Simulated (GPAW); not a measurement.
# HgTe (I-4m2) in GPAW: reference runs

Reference runs on HgTe: the cell as given.

Program: GPAW 26.7.0. These are calculated values, not measurements. Logs are shortened: lines on timing, memory, paths and dates and some standing lists are left out, and cuts for length are marked. The log counts tension as positive stress, the text compression.

### 1 Starting point

Symmetry: I-4m2, No. 119, tetragonal system. The conventional cell has a = 6.091 Å, b = 6.091 Å, c = 3.119 Å, α = 90.00°, β = 90.00°, γ = 90.00°. Hg (site symmetry -4m2) is surrounded by 2 Hg at 3.12 Å and 4 Te at 3.14 Å. Around Te (site symmetry -4m2) lie 2 Te at 3.12 Å and 4 Hg at 3.14 Å.

Measurements of this composition are mostly on another form, of space group No. 216.

### 2 Single point, PBE

The input, run.py:

```python
from ase import Atoms
from ase.dft.bandgap import bandgap
from ase.io import write
from ase.units import GPa
from gpaw import GPAW, PW

atoms = Atoms(['Hg', 'Te'],
              cell=[[-3.045603, 3.045603, 1.55941],
                    [3.045603, -3.045603, 1.55941],
                    [3.045603, 3.045603, -1.55941]],
              scaled_positions=[[0.75, 0.25, 0.5],
                                [0.0, 0.0, 0.0]],
              pbc=True)

calc = GPAW(mode=PW(600),
            xc='PBE',
            kpts={'size': (10, 10, 10), 'gamma': True},
            occupations={'name': 'fermi-dirac', 'width': 0.05},
            nbands=18,
            convergence={'density': 1e-05, 'energy': 1e-05},
            maxiter=150,
            txt='gpaw.txt')
atoms.calc = calc
energy = atoms.get_potential_energy()
forces = atoms.get_forces()
stress = atoms.get_stress()
calc.write('gs.gpw')
write('result.traj', atoms)
print(f'Energy: {energy:.6f} eV')
print('Forces (eV/A):')
print(forces.round(4))
print('Stress (GPa):', (stress / GPa).round(3))
print('Fermi level:', round(calc.get_fermi_level(), 4), 'eV')
print(f'Gap: {bandgap(calc)[0]:.4f} eV, direct: {bandgap(calc, direct=True)[0]:.4f} eV')
```

Potentials or basis: GPAW PAW data sets (gpaw-data 1.2.1), pw.

Started as:

```bash
OMP_NUM_THREADS=1 python run.py
```

gpaw.txt:

```text
__  _  _
 | _ |_)|_||  |
 |__||  | ||/\| - 26.7.0

Input parameters:
  mode=PW(ecut=600.0),
  convergence={'density': 1e-05, 'energy': 1e-05},
  kpts=MonkhorstPack(size=(10, 10, 10), gamma=True),
  maxiter=150,
  nbands=18,
  occupations=Occupations(name='fermi-dirac', width=0.05),
  xc=XC(name='PBE')

Diagonalizing LCAO Hamiltonian
Converting LCAO to pw mode

         Hg

       Te

Atoms  # Å, Bohr magnetons
|   | symbol |        x |        y |        z |    initial magnetic moments |
|---|--------|----------|----------|----------|-----------------------------|
| 0 |     Hg | 0.000000 | 3.045603 | 0.779705 | ( 0.0000,  0.0000,  0.0000) |
| 1 |     Te | 0.000000 | 0.000000 | 0.000000 | ( 0.0000,  0.0000,  0.0000) |

Unit cell  # Å
| periodic |         x |         y |         z |  lengths |     angles |
|----------|-----------|-----------|-----------|----------|------------|
|      yes | -3.045603 |  3.045603 |  1.559410 | 4.580737 |  96.655021 |
|      yes |  3.045603 | -3.045603 |  1.559410 | 4.580737 |  96.655021 |
|      yes |  3.045603 |  3.045603 | -1.559410 | 4.580737 | 140.194129 |

Number of symmetries: 8
Symmetry operations  # r_c * U_cc + t_c -> r_c
|   | kind |            matrix            |
|---|------|------------------------------|
| 0 |  σ   |  1, 1, 1,  0, 0,-1,  0,-1, 0 |
| 1 |  E   |  1, 0, 0,  0, 1, 0,  0, 0, 1 |
| 2 |  C2  |  0, 1, 0,  1, 0, 0, -1,-1,-1 |
| 3 |  S4  |  0, 0, 1, -1,-1,-1,  0, 1, 0 |
| 4 |  σ   |  0, 0,-1,  1, 1, 1, -1, 0, 0 |
| 5 |  C2  |  0,-1, 0, -1, 0, 0,  0, 0,-1 |
| 6 |  C2  | -1, 0, 0,  0,-1, 0,  1, 1, 1 |
| 7 |  S4  | -1,-1,-1,  0, 0, 1,  1, 0, 0 |

BZ-sampling:
  Number of BZ points: 1000
  Number of IBZ points: 102

  Monkhorst-Pack size: [10, 10, 10]
  Monkhorst-Pack shift: [0.05, 0.05, 0.05]

K-points  # in reciprocal-cell coordinates
|     |                                coordinates |     weight |
|-----|--------------------------------------------|------------|
|   0 | (  0.00000000,   0.00000000,   0.00000000) | 0.00100000 |
|   1 | (  0.10000000,  -0.10000000,   0.00000000) | 0.00400000 |
|   2 | (  0.10000000,  -0.10000000,   0.10000000) | 0.00400000 |
|   3 | (  0.10000000,   0.00000000,   0.00000000) | 0.00800000 |
|   4 | (  0.10000000,   0.10000000,  -0.10000000) | 0.00200000 |
|   5 | (  0.20000000,  -0.20000000,   0.00000000) | 0.00400000 |
|   6 | (  0.20000000,  -0.20000000,   0.10000000) | 0.00800000 |
|   7 | (  0.20000000,  -0.20000000,   0.20000000) | 0.00400000 |
|   8 | (  0.20000000,  -0.10000000,   0.00000000) | 0.01600000 |
|   9 | (  0.20000000,  -0.10000000,   0.10000000) | 0.00800000 |
| ... |                                            |            |
| 101 | (  0.50000000,   0.50000000,   0.50000000) | 0.00100000 |

Plane wave coefficients: 1946
Cutoff: 600.0 eV

Spin-components: 1 (collinear spins)
Bands:           18
Projectors:      11
Spin-degeneracy: 2
Datatype:        complex128

Parallelization:
  kpt:    1
  domain: 1
  band:   1

Density:
  Valence electrons: 24.0
  Components: 1
  Grid points: [27 27 27]
  Charge: 0.0  # |e|

Potential:
  Grid points: [27 27 27]

species:
  Hg:
    name:    Mercury
    Z:       80.0
    valence: 18
    core:    62
    charge:  0.0  # [|e|]
    compensation charges:
      type: gauss
      rc: 0.41  # [Å]
      lmax: 2
    cutoffs:
      filter: 2.17  # [Å]
      core: 2.06  # [Å]
    projectors
    | kind |    occ | energy [eV] | rcut [Å] |
    |------|--------|-------------|----------|
    |   6s |  2.000 |      -6.783 |    1.307 |
    |   5p |  6.000 |     -66.572 |    1.291 |
    |   6p |  0.000 |      -1.056 |    1.291 |
    |   5d | 10.000 |      -9.891 |    1.302 |
    |    s |        |      20.429 |    1.307 |
    |    d |        |      17.320 |    1.302 |

    Using partial waves for Hg as LCAO basis

  Te:
    name:    Tellurium
    Z:       52.0
    valence: 6
    core:    46
    charge:  0.0  # [|e|]
    compensation charges:
      type: gauss
      rc: 0.36  # [Å]
      lmax: 2
    cutoffs:
      filter: 2.09  # [Å]
      core: 3.17  # [Å]
    projectors
    | kind |    occ | energy [eV] | rcut [Å] |
    |------|--------|-------------|----------|
    |   5s |  2.000 |     -15.089 |    1.180 |
    |   5p |  4.000 |      -5.955 |    1.196 |
    |    s |        |      12.123 |    1.180 |
    |    p |        |      21.256 |    1.196 |
    |    d |        |       0.000 |    1.238 |

    Using partial waves for Te as LCAO basis

Reference energy: -717946.462161  # eV

eigensolver:
  PPCG
  Converge bands: occupied
  niter=2

density mixing:
  MSR1-Mixer
  Pratt-step length: 0.05
  Maximum mixing coefficient: 0.75
  Old densities: 10
  SVD Regularization: 0.005
  Good broyden scale: 1.0
  Trust region scale: 1.0
  Backstep threshold: 4.0
  History deletion threshold: 6.0
  Fourier metric: weight=20.0, sigma=0.015

occupation numbers:
  Fermi-Dirac:
    width: 0.0500  # eV

poisson solver:
  ecut: 4800.0  # eV

xc functional:
  name: PBE with 2 nearest neighbor stencil

convergence criteria:
- Maximum integral of absolute [dens]ity change: 1e-05 electrons / valence electron
- Maximum [total energy] change in last 3 cyles: 1e-05 eV / valence electron
- Maximum integral of absolute [eigenst]ate change: 4e-08 eV^2 / valence electron
maximum number of iterations: 150

SCF iterations
|iter     | |      energy | eigst |  dens |
|---------|-|-------------|-------|-------|
|iter:   1| |   -4.173252 | -0.21 |       |
|iter:   2| |   -4.135933 | -2.22 | -1.51 |
|iter:   3| |   -4.063500 | -2.26 | -1.55 |
|iter:   4| |   -4.077085 | -3.02 | -1.95 |
|iter:   5| |   -4.083589 | -2.98 | -2.28 |
|iter:   6| |   -4.083685 | -4.77 | -3.26 |
|iter:   7| |   -4.083757c| -4.94 | -3.69 |
|iter:   8| |   -4.083761c| -6.44 | -4.24 |
|iter:   9| |   -4.083763c| -6.55 | -4.67 |
|iter:  10| |   -4.083763c| -7.76c| -5.31c|

Converged in 10 steps
Energy contributions relative to reference atoms: (reference = -717946.462161)

Energy contributions:
  Kinetic:          22.522871
  Coulomb:         -18.399764
  Zero:             -2.029060
  External:          0.000000
  Xc:               -6.173142
  Entropy:          -0.009335
  Spinorbit:         0.000000
  ----------------------------
  Free energy:      -4.088430
  Extrapolated:     -4.083763

dipole moment: (-19.855870, -6.171145, -6.663178)  # |e|*Ang

Fermi level: 6.100
Eigenvalues  # (at kpt = [0.000, 0.000, 0.000])
| band index |      eig [eV] | occ [0-2] |
|------------|---------------|-----------|
|          0 |       -57.217 |     2.000 |
|        ... |               |           |
|          4 |        -1.501 |     2.000 |
|          5 |        -0.805 |     2.000 |
|          6 |        -0.731 |     2.000 |
|          7 |        -0.323 |     2.000 |
|          8 |        -0.323 |     2.000 |
|          9 |         2.722 |     2.000 |
|         10 |         3.658 |     2.000 |
|         11 |         3.658 |     2.000 |
|         12 |         9.592 |     0.000 |
|         13 |        10.729 |     0.000 |
|         14 |        12.975 |     0.000 |
|         15 |        12.975 |     0.000 |
|         16 |        15.374 |     0.000 |
|         17 |        16.315 |     0.000 |

No gap
No difference between direct/indirect transitions

Forces  # eV/Ang
|        x |        y |       z |
|----------|----------|---------|
| -0.00000 | -0.00000 | 0.00000 |  # Hg   0
|  0.00000 |  0.00000 | 0.00000 |  # Te   1

Stress tensor  # eV/Ang^3
|         x |        y |         z |
|-----------|----------|-----------|
|  0.010201 | 0.000000 | -0.000000 |
|  0.000000 | 0.010201 |  0.000000 |
| -0.000000 | 0.000000 | -0.017855 |

# Writing to gs.gpw (mode='')
```

Wall time 73 s (1 thread of AMD EPYC 7B13 (Zen 3), shared host); peak memory 0.24 GiB.

Results:

```yaml
Free_energy: -4.0884 eV
Pressure: -0.1 GPa
Band_gap_on_the_k_mesh: none (metal or under the smearing width)
```

Caveat: the program warned that so skewed a cell can give wrong results. The run has no spin-orbit coupling, so splittings on Hg, Te are missing.
